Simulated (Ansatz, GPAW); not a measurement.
# Geometry or basis: what sets the conductance of a Rh chain with two B atoms in line, part 4 of 4

Aim: the conductance of a Rh chain with two B atoms in line after relaxation, and whether geometry, basis or functional moves it most.

GPAW 26.7.0 and Ansatz 0.2.0; Ansatz plane waves; relaxation of the junction with the lead ends held; PAW set soft_1 (the session's first sound run).

So far, transmission at the Fermi level (one spin): step 3 (plane waves, PBE) 0.998; step 5 (single-zeta polarised basis, PBE, GPAW) 1.04; step 6 (minimal basis, PBE, GPAW) 1.03; step 7 (revPBE in the dzp basis: xc = "revPBE") 1.02; step 8 (without the relaxation: geometry = "as built", PBE, GPAW) 1.87.

## Step 10: Comparison (continued)

Transmission, zone mean, sum over the listed spins against energy, zero at the Fermi level:

```tsv
energy (eV)	pw-pbe	dzp	szp	sz	dzp-revPBE	asbuilt
-2.000	0.940	1.20	0.979	0.816	1.25	0.652
-1.975	1.05	1.38	0.721	0.627	1.40	0.665
-1.925	1.40	1.13	0.448	0.426	1.03	0.691
-1.850	0.903	0.541	0.294	0.298	0.503	0.731
-1.800	0.576	0.396	0.244	0.254	0.375	0.756
-1.600	0.266	0.216	0.159	0.174	0.208	0.833
-1.400	0.207	0.171	0.137	0.154	0.166	0.886
-1.200	0.232	0.180	0.151	0.178	0.169	0.966
-1.000	0.225	0.234	0.214	0.264	0.223	1.12
-0.800	0.234	0.279	0.283	0.317	0.279	1.34
-0.600	0.297	0.327	0.332	0.373	0.329	1.43
-0.400	1.04	1.02	1.04	1.05	1.03	1.58
-0.325	1.09	1.07	1.05	1.05	1.07	1.65
-0.200	1.09	1.14	1.19	1.19	1.15	1.76
-0.150	1.09	1.15	1.21	1.21	1.16	1.80
0.000	0.998	1.01	1.04	1.03	1.02	1.87
0.200	0.963	0.970	0.993	0.988	0.978	1.82
0.400	0.919	0.927	0.951	0.943	0.931	1.68
0.600	0.905	0.916	0.950	0.929	0.916	1.60
0.800	0.930	0.956	1.03	0.990	0.952	1.54
1.000	1.02	1.04	0.588	0.872	1.03	1.02
1.075	1.05	0.654	0.00506	0.0158	0.618	0.490
1.200	0.0751	0.0360	0.129	0.0995	0.0369	0.372
1.400	0.142	0.159	0.190	0.177	0.164	0.261
1.600	0.204	0.196	0.203	0.196	0.198	0.193
1.800	0.224	0.210	0.208	0.206	0.212	0.154
2.000	0.235	0.222	0.216	0.220	0.223	0.129
```

## Step 11: Other settings

One more run, with changed settings.

This step: GPAW LCAO, PAW setups; Landauer transmission from Green's functions with principal layers (ASE), zero bias (GPAW 26.7.0).

run.py

```python
import json
import numpy as np
from ase import Atoms
from ase.transport.calculators import TransportCalculator
from gpaw import GPAW, FermiDirac
from gpaw.lcao.tools import get_lcao_hamiltonian
from scipy.linalg import eigh

# The junction with lead layers at both ends, along the third cell vector
device = Atoms(
    ['Rh', 'Rh', 'Rh', 'Rh', 'Rh', 'Rh', 'Rh', 'Rh', 'B', 'B', 'Rh', 'Rh', 'Rh', 'Rh', 'Rh', 'Rh', 'Rh', 'Rh'],
    positions=[
        [4.50000, 4.50000, 1.15000],
        [4.50000, 4.50000, 3.45000],
        [4.50000, 4.50000, 5.75000],
        [4.50000, 4.50000, 8.05000],
        [4.50000, 4.50000, 10.35000],
        [4.50000, 4.50000, 12.65000],
        [4.40344, 4.22607, 14.93034],
        [4.75920, 5.22710, 17.37737],
        [4.53954, 4.61445, 19.06673],
        [4.45909, 4.38782, 20.81498],
        [4.23823, 3.76874, 22.50289],
        [4.60794, 4.78172, 24.92741],
        [4.50000, 4.50000, 27.20680],
        [4.50000, 4.50000, 29.50680],
        [4.50000, 4.50000, 31.80680],
        [4.50000, 4.50000, 34.10680],
        [4.50000, 4.50000, 36.40680],
        [4.50000, 4.50000, 38.70680]],
    cell=[[9.0, 0.0, 0.0], [0.0, 9.0, 0.0], [0.0, 0.0, 39.8568]],
    pbc=True)

# One principal layer of the lead: the first 2 atoms of the device
lead = Atoms(
    ['Rh', 'Rh'],
    positions=[
        [4.50000, 4.50000, 1.15000],
        [4.50000, 4.50000, 3.45000]],
    cell=[[9.0, 0.0, 0.0], [0.0, 9.0, 0.0], [0.0, 0.0, 4.6]],
    pbc=True)

settings = dict(mode='lcao', basis='dzp', xc='PBE', h=0.2,
                occupations=FermiDirac(0.1), maxiter=75,
                mixer=dict(beta=0.1, nmaxold=8, weight=100.0),
                convergence=dict(density=0.0001))
energies = np.arange(-2, 2 + 1e-9, 0.025)
eta = 0.0001
n1, n2 = 1, 1
# k and -k transmit alike, so half of the mesh across the current serves
mesh = [(i, j) for i in range(n1) for j in range(n2) if (i, j) <= (-i % n1, -j % n2)]
weights = np.array([1 if (i, j) == (-i % n1, -j % n2) else 2 for i, j in mesh]) / (n1 * n2)

# [... helper functions left out ...]
fermi_lead = ground_state(lead, (1, 1, 10), 'lead.txt')
fermi_device = ground_state(device, (1, 1, 2), 'device.txt')
# [... loop over the mesh left out, but for ...]
        # Shift the lead onto the potential of the device's first layer
        shift = ((H[:, 0, 0] - H0[:, 0, 0]) / S0[0, 0]).real.mean()
# [...]
kT = 8.617333e-5 * 300
bias = [0.1, 0.2, 0.5, 1.0, 1.5, 2.0]
# [... integrals and printing left out ...]
```

Command:

```
> OMP_NUM_THREADS=1 OPENBLAS_NUM_THREADS=1 python run.py
```

The program printed:

```text
basis functions: device 458, principal layer 54
Fermi level: lead -3.7280 eV, device -3.6911 eV; lead shifted by 0.0000 eV
largest coupling past the next layer 2.91e-01 eV, largest misfit of the first layer 0.016 eV
  E-E_F (eV)   T (one spin)  [channel counts left out]
    -2.000    1.1922e+00
    -1.975    1.3727e+00
    -1.950    1.3692e+00
    -1.925    1.1367e+00
    -1.900    8.2714e-01
    -1.875    6.5951e-01
    -1.850    5.3527e-01
    -1.825    4.5169e-01
    -1.800    3.9320e-01
    -1.775    3.5034e-01
    -1.750    3.1764e-01
    -1.725    2.9186e-01
    -1.700    2.7101e-01
    -1.675    2.5381e-01
    -1.650    2.3940e-01
    -1.625    2.2718e-01
[...]
1.825    3.0096e-02
     1.850    4.9143e-01
     1.875    5.2746e-01
     1.900    5.1351e-01
     1.925    4.9058e-01
     1.950    4.6623e-01
     1.975    4.4262e-01
     2.000    4.2047e-01
conductance at 300 K: 1.0398 G0 a cell; thermopower 3.725 uV/K
current from the zero-bias T(E) at 0.1 V: 8.0594 uA
current from the zero-bias T(E) at 0.2 V: 16.019 uA
current from the zero-bias T(E) at 0.5 V: 38.73 uA
current from the zero-bias T(E) at 1.0 V: 70.749 uA
current from the zero-bias T(E) at 1.5 V: 93.269 uA
current from the zero-bias T(E) at 2.0 V: 117.39 uA
```

Elapsed: 5.6 min, on 1 thread of Intel Xeon Platinum 8488C (Sapphire Rapids), shared host; peak memory 1.5 GiB.

The run finished. A setting was moved off its sound value on purpose, so it serves as a test and not as the result.

The fault put into the input: a principal layer shorter than the orbitals' reach (n_lead = 2 and period = 4.6).

The two runs compared:

```tsv
quantity	this run	sound run	difference
conductance (G₀)	1.0398	1.0199	0.0199
largest coupling past the next principal layer (eV)	0.29094	2.072e-4	0.291
largest misfit of the first principal layer (eV)	0.016291	0.13296	-0.117
shift that aligns the lead (eV)	1.476e-5	8.814e-4	-8.7e-4
basis functions of a principal layer	54	135	-81
transmission at the Fermi level (one spin)	1.0350	1.0086	0.0264
```

The two runs differ clearly in the largest coupling past the next principal layer: 0.291 eV against 2.1e-4 eV.

## Step 12: Outcome

```
conductance                                        : 1.02 G₀
transmission at the Fermi level, mean of the spins : 1.01
```

**Reading.** In the dzp basis the junction conducts 1.02 G₀ at 300 K, with T = 1.01 a spin at the Fermi level; the sz basis reaches that conductance within 10 %. Relaxation moved atoms by up to 0.78 Å and took the conductance from 1.86 to 1.02 G₀, as a ratio a larger change than the step from dzp to the minimal basis. Plane waves (PBE) give T = 0.998 there. At the Fermi level the three most open eigenchannels pass 0.96, 0.026 and 0.018. Measured against the first run (pw-pbe), the nearest curve is that of dzp (r.m.s. 0.15) and the farthest that of asbuilt (0.66). Over the compared runs wall time goes from 113 s (pw-pbe) to 388 s (dzp), on a shared host; the plane-wave run used 4 threads and the orbital runs 1. The leads kept an estimated spacing and the cell its length, so the junction may be under some tension or compression. The run had no spin polarisation, so a magnetic state, which chains and small molecules with open shells often have, wasn't tested. An evenly spaced straight chain is an idealisation: free chains tend to dimerise, zigzag or, where a band edge lies near the Fermi level, turn magnetic. The currents use the zero-bias T(E) throughout, which holds only while the bias is small against the distance to the nearest feature. The thermopower isn't quoted: it samples T(E) farther from the Fermi level than the conductance does, and the energy grid wasn't tested for it.

[Logs are printed without paths, hosts, clocks, repeated set-up lines and the standing remarks that a program may print on its own settings, such as how far it seeks lower states.]

[Hosts, paths, dates, database ids (printed as entryN), source tags and the programs' standing remarks are cut or masked in the printed files.]
